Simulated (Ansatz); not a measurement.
# Vibrational response of Al

Level of theory: Ansatz, DFT PBE+D3(BJ), scalar-relativistic, plane waves, PAW. Plane waves to 420 eV; Γ-centred k mesh 18×18×10; Fermi-Dirac smearing of 0.15 eV. No spin polarisation. Phonons by linear response, acoustic sum rule imposed.

Relaxed structure:
```
Al
1.0
     2.81697    0.00000    0.00000
    -1.40848    2.43957    0.00000
     0.00000    0.00000    4.63660
Al
2
Direct
  0.66667 0.33333 0.75000
  0.33333 0.66667 0.25000
```

In a metal, frequencies and elastic constants depend on the k mesh and the smearing, soft modes and shear constants most.

Question: Is this structure stable against zone-centre distortions?

Answer: Yes, at Γ: no optical mode is imaginary. Strains and other wave vectors aren't tested by this run.

Question: List the optical modes at Γ (i marks imaginary ones).

Answer:
```
frequency (THz) degeneracy
           4.59           2
           9.95           1
```

This form isn't the element's structure at ambient conditions.

Cost: 1 run of about 0.32 core-minutes, on Intel Xeon Platinum 8488C (Sapphire Rapids) (shared hosts).